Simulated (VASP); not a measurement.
# PbO (Pm-3m) in VASP: notebook

One crystal, PbO, is run at these levels: PBE, r2SCAN; tasks: single point.

Program: VASP 6.6.1. These are calculated values, not measurements. Logs are shortened: lines on timing, memory, paths and dates and some standing lists are left out, and cuts for length are marked.

## Step 1: The cell of the first run

It takes space group Pm-3m (No. 221, cubic). The conventional cell has a = 3.225 Å, b = 3.225 Å, c = 3.225 Å, α = 90.00°, β = 90.00°, γ = 90.00°. Pb (site symmetry m-3m) has 8 O at 2.79 Å as nearest neighbours. Around O (site symmetry m-3m) lie 8 Pb at 2.79 Å.

The cell was built by a generator and needn't be a form met in nature.

## Step 2: Single point, PBE (hydrostatic strain +1.4%)

Contents of INCAR:

```
PREC = Accurate
ENCUT = 520
EDIFF = 1E-7
ISMEAR = -1
SIGMA = 0.02
LREAL = F
LASPH = T
NELM = 100
ALGO = Fast
ISIF = 2
LWAVE = F
LCHARG = T
GGA = PE
LELF = T
LVHAR = T
NBANDS = 17
```

Contents of KPOINTS:

```
Automatic mesh
0
Gamma
  8 8 8
```

Contents of POSCAR:

```
PbO
1.0
    3.2248366629      0.0000000000      0.0000000000
    0.0000000000      3.2248366629      0.0000000000
    0.0000000000      0.0000000000      3.2248366629
Pb O
1 1
Direct
    0.0000000000      0.0000000000      0.0000000000
    0.5000000000      0.5000000000      0.5000000000
```

Potentials or basis: VASP PAW PBE potentials, release 64 (Pb_d, O).

Launch:

```
cat potpaw_PBE.64/Pb_d/POTCAR potpaw_PBE.64/O/POTCAR > POTCAR
mpirun -np 1 vasp_std > vasp.out
```

OUTCAR:

```text
PREC = Accurate
   ENCUT = 520
   EDIFF = 1E-7
   ISMEAR = -1
   LREAL = F
   LASPH = T
   NELM = 100
   ISIF = 2
   GGA = PE

 ion  position               nearest neighbor table
   1  0.000  0.000  0.000-   2 2.79   2 2.79   2 2.79   2 2.79   2 2.79   2 2.79   2 2.79   2 2.79

   2  0.500  0.500  0.500-   1 2.79   1 2.79   1 2.79   1 2.79   1 2.79   1 2.79   1 2.79   1 2.79

  LATTYP: Found a simple cubic cell.
 ALAT       =     3.2248366629

  Lattice vectors:

 A1 = (   3.2248366629,   0.0000000000,   0.0000000000)
 A2 = (   0.0000000000,   3.2248366629,   0.0000000000)
 A3 = (   0.0000000000,   0.0000000000,   3.2248366629)

Analysis of symmetry for initial positions (statically):
=====================================================================
 Subroutine PRICEL returns:
 Original cell was already a primitive cell.

 Routine SETGRP: Setting up the symmetry group for a
 simple cubic supercell.

 Subroutine GETGRP returns: Found 48 space group operations
 (whereof 48 operations were pure point group operations)
 out of a pool of 48 trial point group operations.

The static configuration has the point symmetry O_h .

Analysis of symmetry for dynamics (positions and initial velocities):
=====================================================================
 Subroutine PRICEL returns:
 Original cell was already a primitive cell.

 Routine SETGRP: Setting up the symmetry group for a
 simple cubic supercell.

 Subroutine GETGRP returns: Found 48 space group operations
 (whereof 48 operations were pure point group operations)
 out of a pool of 48 trial point group operations.

The dynamic configuration has the point symmetry O_h .

 Subroutine INISYM returns: Found 48 space group operations
 (whereof 48 operations are pure point group operations),
 and found     1 'primitive' translations

----------------------------------------------------------------------------------------

                                     Primitive cell

  volume of cell :      33.5369

  direct lattice vectors                    reciprocal lattice vectors
     3.224836663  0.000000000  0.000000000     0.310093225  0.000000000  0.000000000
     0.000000000  3.224836663  0.000000000     0.000000000  0.310093225  0.000000000
[... 77 lines left out ...]
   ISTART =      0    job   : 0-new  1-cont  2-samecut
   ICHARG =      2    charge: 1-file 2-atom 10-const
   ISPIN  =      1    spin polarized calculation?
   LNONCOLLINEAR =      F non collinear calculations
   LSORBIT =      F    spin-orbit coupling
   LASPH  =      T    aspherical Exc in radial PAW
   ENCUT  =  520.0 eV  38.22 Ry    6.18 a.u.   6.00  6.00  6.00*2*pi/ulx,y,z
   NELM   =    100;   NELMIN=  2; NELMDL= -5     # of ELM steps
   EDIFF  = 0.1E-06   stopping-criterion for ELM
   LREAL  =      F    real-space projection
   EDIFFG = 0.1E-05   stopping-criterion for IOM
   NSW    =      0    number of steps for IOM
   IBRION =     -1    ionic relax: 0-MD 1-quasi-New 2-CG
   NFREE  =      0    steps in history (QN), initial steepest desc. (CG)
   ISIF   =      2    stress and relaxation
   ISYM   =      2    0-nonsym 1-usesym 2-fastsym
   POTIM  = 0.5000    time-step for ionic-motion
   TEBEG  =    0.0;   TEEND  =   0.0 temperature during run
   PSTRESS=    0.0 pullay stress
   NELECT =      20.0000    total number of electrons
   NUPDOWN=      -1.0000    fix difference up-down
   EMIN   =  10.00;   EMAX   =-10.00  energy-range for DOS
   EFERMI =   0.00;   METHOD = LEGACY
   ISMEAR =    -1;   SIGMA  =   0.02  broadening in eV -4-tet -1-fermi 0-gaus
   EFERMI_NEDOS =   21; number of points for ismear=-14 and -15
   IALGO  =     68    algorithm
   IMIX   =      4    mixing-type and parameters
     AMIX     =   0.40;   BMIX     =  1.00
     AMIX_MAG =   1.60;   BMIX_MAG =  1.00
  volume/ion in A,a.u.               =      16.77       113.16
  Fermi-wavevector in a.u.,A,eV,Ry     =   1.377983  2.604010 25.835238  1.898836
  Thomas-Fermi vector in A             =   2.503086
   LORBIT       =      0    0 simple, 1 ext, 2 COOP (PROOUT), +10 PAW based schemes
   GGA     = PE    functional components
   LHFCALC =     F    Hartree Fock is set to
   AEXX    =    0.0000 exact exchange contribution
   IVDW    =     0    specifies the selected vdW correction
   LEPSILON=     F    determine dielectric tensor
   LRPA    =     F    only Hartree local field effects (RPA)
 non-spin polarized calculation
 RMM-DIIS sequential band-by-band and
  energy-cutoff  :      520.00
  volume of cell :       33.54
 maximum number of plane-waves:       920
 NGX is ok and might be reduce to    24
   NGX = 11   NGY = 11   NGZ = 11

 number of electron      20.0000005 magnetization

 Free energy of the ion-electron system (eV)
  ---------------------------------------------------
  ext. energy  EPLUGINS =         0.00000000
  ---------------------------------------------------
  free energy    TOTEN  =        -9.75358794 eV

  energy without entropy =       -9.75358721  energy(sigma->0) =       -9.75358758

 E-fermi :   6.8012     XC(G=0): -11.0932

 val. band max:        6.5971727187   @ k =   0.5000   0.1250   0.0000
 cond. band min:       6.9775062584   @ k =   0.5000   0.0000   0.0000
 fundamental gap:      0.3803335397
 Fermi energy:         6.8012498737

 k-point     1 :       0.0000    0.0000    0.0000
  band No.  band energies     occupation
      1     -10.2794      2.00000
      2     -10.1097      2.00000
      3     -10.1097      2.00000
      4      -9.4843      2.00000
      5      -9.4843      2.00000
      6      -9.4843      2.00000
[... 457 lines left out ...]
      4      -9.6325      2.00000
      5      -9.4135      2.00000
      6      -8.6502      2.00000
[... 9 lines left out ...]
     16      21.6205      0.00000
     17      23.9894      0.00000

 [... further k-points ...]
[... 5 lines left out ...]
  --------------------------------------------------------------------------------------
  -------------------------------------------------------------------------------------
  Total       -0.1889014     -0.1889014     -0.1889014      0.0000000     -0.0000000      0.0000000
  in kB       -9.0244889     -9.0244889     -9.0244889      0.0000000     -0.0000000      0.0000000
  external PRESSURE =      -9.0244889 kB  Pullay stress =       0.0000000 kB

 VOLUME and BASIS-vectors are now :
 -----------------------------------------------------------------------------
  energy-cutoff  :      520.00
  volume of cell :       33.54
      direct lattice vectors                 reciprocal lattice vectors
     3.224836663  0.000000000  0.000000000     0.310093225  0.000000000  0.000000000
     0.000000000  3.224836663  0.000000000     0.000000000  0.310093225  0.000000000
     0.000000000  0.000000000  3.224836663     0.000000000  0.000000000  0.310093225

 POSITION                                       TOTAL-FORCE (eV/Angst)
 -----------------------------------------------------------------------------------
      0.00000      0.00000      0.00000         0.000000      0.000000      0.000000
      1.61242      1.61242      1.61242         0.000000      0.000000      0.000000
 -----------------------------------------------------------------------------------
    total drift:                                0.000000      0.000000     -0.000000

  FREE ENERGIE OF THE ION-ELECTRON SYSTEM (eV)
  ---------------------------------------------------
  free  energy   TOTEN  =        -9.7535879441 eV

  energy  without entropy=       -9.7535872101  energy(sigma->0) =       -9.75358758
```

OSZICAR:

```text
N       E                     dE             d eps       ncg     rms          rms(c)
DAV:   1     0.171300870550E+03    0.17130E+03   -0.10473E+04  1206   0.143E+03
DAV:   2     0.174203187565E+00   -0.17113E+03   -0.16352E+03  1319   0.350E+02
DAV:   3    -0.117768747560E+02   -0.11951E+02   -0.11882E+02  1324   0.101E+02
[... 12 lines left out ...]
RMM:  16    -0.975358746605E+01    0.34676E-05   -0.20699E-05  1618   0.334E-02    0.722E-03
RMM:  17    -0.975358778021E+01   -0.31417E-06   -0.30225E-06  1584   0.161E-02    0.622E-03
RMM:  18    -0.975358839446E+01   -0.61425E-06   -0.85337E-07  1231   0.737E-03    0.550E-03
RMM:  19    -0.975358792505E+01    0.46941E-06   -0.14038E-06  1342   0.764E-03    0.358E-04
RMM:  20    -0.975358794413E+01   -0.19080E-07   -0.92156E-08   865   0.315E-03
   1 F= -.97535879E+01 E0= -.97535876E+01  d E =-.734036E-06
```

stdout:

```text
POSCAR found type information on POSCAR PbO
 POSCAR found :  2 types and       2 ions
 scaLAPACK will be used
 LDA part: xc-table for (Slater+PW92), standard interpolation
 POSCAR, INCAR and KPOINTS ok, starting setup
 FFT: planning ... GRIDC
 FFT: planning ... GRID_SOFT
 FFT: planning ... GRID
 WAVECAR not read
 entering main loop
WARNING in EDDRMM: call to ZHEGV failed, returncode =   6  3     16
 num prob RMM:  18    -0.975358839446E+01   -0.61425E-06   -0.85337E-07  1231   0.737E-03    0.550E-03
 num prob RMM:  20    -0.975358794413E+01   -0.19080E-07   -0.92156E-08   865   0.315E-03
```

Wall time 29 s (1 thread of Intel Xeon Platinum 8175M at 2.50GHz (Skylake/Cascade Lake), shared host); peak memory 0.14 GiB.

Results:

```
Free energy            : -9.7536 eV
Pressure               : -0.9 GPa
Band gap on the k mesh : 0.38 eV, indirect (least direct gap 0.69 eV)
```

Caveat: spin-orbit coupling is left out, which as a rule narrows the gap of such compounds by several tenths of an eV. A k mesh can miss the band edges.

## Step 3: Single point, r2SCAN (uniaxial_z strain -0.5%)

Contents of POSCAR:

```
PbO
1.0
    3.1793716484      0.0000000000      0.0000000000
    0.0000000000      3.1793716484      0.0000000000
    0.0000000000      0.0000000000      3.1631568530
Pb O
1 1
Direct
    0.0000000000      0.0000000000      0.0000000000
    0.5000000000      0.5000000000      0.5000000000
```

Contents of INCAR.step1:

```
SYSTEM = PbO
PREC     = Accurate       ! precision mode
ENCUT    = 520            ! plane-wave cutoff, eV
ISMEAR   = -1             ! smearing method
SIGMA    = 0.02           ! smearing width, eV
LREAL    = .False.        ! projectors in reciprocal space
LASPH    = .True.         ! aspherical terms in the spheres
NELM     = 80             ! most SCF steps
NBANDS   = 17             ! bands
GGA      = PE             ! functional
ALGO     = Normal         ! electronic algorithm
EDIFF    = 1E-4           ! SCF threshold, eV
LWAVE    = .True.         ! write WAVECAR
LCHARG   = .False.        ! write CHGCAR
```

Contents of INCAR.step2:

```
SYSTEM = PbO
PREC     = Accurate       ! precision mode
ENCUT    = 520            ! plane-wave cutoff, eV
EDIFF    = 1E-7           ! SCF threshold, eV
ISMEAR   = -1             ! smearing method
SIGMA    = 0.02           ! smearing width, eV
LREAL    = .False.        ! projectors in reciprocal space
LASPH    = .True.         ! aspherical terms in the spheres
NELM     = 80             ! most SCF steps
ALGO     = Normal         ! electronic algorithm
ISIF     = 2              ! what is computed and relaxed
LWAVE    = .False.        ! write WAVECAR
LCHARG   = .False.        ! write CHGCAR
METAGGA  = R2SCAN         ! meta-GGA
LMIXTAU  = .True.       
NBANDS   = 17             ! bands
ISTART   = 1
```

Contents of KPOINTS:

```
Automatic mesh
0
Gamma
  8 8 8
  0 0 0
```

Potentials or basis: VASP PAW PBE potentials, release 64 (Pb_d, O).

Launch:

```
cat potpaw_PBE.64/Pb_d/POTCAR potpaw_PBE.64/O/POTCAR > POTCAR
cp INCAR.step1 INCAR
mpirun -np 1 vasp_std > vasp.out
cp INCAR.step2 INCAR
mpirun -np 1 vasp_std > vasp.out
```

Run time: 2.1 min. Hardware: 1 thread of Intel Xeon Platinum 8175M at 2.50GHz (Skylake/Cascade Lake), shared host; peak memory 0.17 GiB.

Results (log left out):

* Free energy: -63.6623 eV
* Pressure: 0.8 GPa
* Band gap on the k mesh: 0.40 eV, indirect (least direct gap 0.45 eV)

Stress tensor (GPa, compression positive):
```
0.42 0.00 0.00
0.00 0.42 0.00
0.00 0.00 1.46
```

Levels at points of the mesh, in eV from the valence-band top:
| k point | band 6 | band 7 | band 8 | band 9 | band 10 | band 11 | band 12 | band 13 | band 14 | band 15 |
| --- | --- | --- | --- | --- | --- | --- | --- | --- | --- | --- |
| (0.00, 0.00, 0.00) | -16.75 | -8.50 | -1.87 | -1.87 | -1.82 | 9.24 | 9.24 | 9.34 | 10.50 | 10.59 |
| (0.50, 0.00, 0.00) | -16.74 | -9.30 | -1.04 | -1.01 | -0.05 | 0.40 | 8.33 | 8.49 | 11.89 | 14.22 |
| (0.50, 0.50, 0.00) | -16.01 | -6.01 | -4.65 | -4.65 | -1.01 | 4.43 | 4.43 | 10.74 | 11.44 | 17.29 |
| (0.00, 0.00, 0.50) | -16.73 | -9.24 | -1.03 | -1.03 | -0.11 | 0.40 | 8.39 | 8.39 | 11.85 | 14.19 |
| (0.50, 0.00, 0.50) | -16.01 | -5.94 | -4.64 | -4.63 | -1.04 | 4.35 | 4.42 | 10.67 | 11.34 | 17.27 |
| (0.50, 0.50, 0.50) | -16.59 | -3.32 | -2.31 | -2.31 | -2.31 | 1.03 | 1.11 | 1.11 | 14.40 | 14.40 |

Caveat: the PAW data sets were made with another functional, which shifts forces and pressure a little; spin-orbit coupling is left out, which as a rule narrows the gap of such compounds by several tenths of an eV. A k mesh can miss the band edges.

## Step 4: Single point, PBE (uniaxial_z strain -0.5%)

Contents of INCAR:

```
SYSTEM = PbO
PREC = Accurate
ENCUT = 520
EDIFF = 1E-6
ISMEAR = -1
SIGMA = 0.02
LREAL = .FALSE.
LASPH = .TRUE.
NELM = 80
ALGO = Normal
ISIF = 2
LWAVE = .FALSE.
LCHARG = .FALSE.
GGA = PE
NBANDS = 17
```

Contents of KPOINTS:

```
Automatic mesh
0
G
  8 8 8
  0 0 0
```

POSCAR is that of step 3.

Launch:

```
cat potpaw_PBE.64/Pb_d/POTCAR potpaw_PBE.64/O/POTCAR > POTCAR
mpirun -np 1 vasp_std > vasp.out
```

It took 33 s on 1 thread of Intel Xeon Platinum 8175M at 2.50GHz (Skylake/Cascade Lake), shared host; peak memory 0.16 GiB.

It converged, with:

```yaml
Free_energy: -9.7382 eV
Pressure: 3.8 GPa
Band_gap_on_the_k_mesh: 0.39 eV, indirect (least direct gap 0.76 eV)
```

Stress tensor (GPa, compression positive):
```
3.48 0.00 0.00
0.00 3.48 0.00
0.00 0.00 4.47
```

Levels at points of the mesh, in eV from the valence-band top:
| k point | band 6 | band 7 | band 8 | band 9 | band 10 | band 11 | band 12 | band 13 | band 14 | band 15 |
| --- | --- | --- | --- | --- | --- | --- | --- | --- | --- | --- |
| (0.00, 0.00, 0.00) | -16.12 | -8.31 | -1.79 | -1.79 | -1.74 | 8.72 | 8.72 | 8.82 | 9.78 | 9.87 |
| (0.50, 0.00, 0.00) | -16.11 | -9.12 | -0.97 | -0.93 | -0.36 | 0.40 | 7.87 | 8.03 | 11.07 | 13.43 |
| (0.50, 0.50, 0.00) | -15.18 | -5.92 | -4.60 | -4.60 | -0.94 | 4.07 | 4.07 | 9.97 | 11.00 | 16.24 |
| (0.00, 0.00, 0.50) | -16.11 | -9.06 | -0.96 | -0.96 | -0.42 | 0.39 | 7.93 | 7.93 | 11.03 | 13.41 |
| (0.50, 0.00, 0.50) | -15.18 | -5.85 | -4.59 | -4.57 | -0.97 | 4.00 | 4.07 | 9.90 | 10.90 | 16.22 |
| (0.50, 0.50, 0.50) | -15.90 | -3.24 | -2.23 | -2.22 | -2.22 | 0.73 | 0.80 | 0.80 | 13.40 | 13.40 |

Caveat: spin-orbit coupling is left out, which as a rule narrows the gap of such compounds by several tenths of an eV.

## Step 5: Summary

```csv
level,cell,gap on the mesh (eV),pressure (GPa)
PBE,hydrostatic strain +1.4%,0.38,-0.9
r2SCAN,uniaxial_z strain -0.5%,0.40,0.8
PBE,uniaxial_z strain -0.5%,0.39,3.8
```

Alike in all rows: task single point; potentials or basis VASP PAW PBE potentials, release 64 (Pb_d, O); no spin polarisation; k mesh 8 × 8 × 8; cutoff (eV) 520; smearing fermi-dirac 0.02 eV.

Caveats: spin-orbit coupling is left out, which as a rule narrows the gap of such compounds by several tenths of an eV; the PAW data sets were made with another functional, which shifts forces and pressure a little (some runs).

Absolute energies hang on the potentials; compare differences alone.
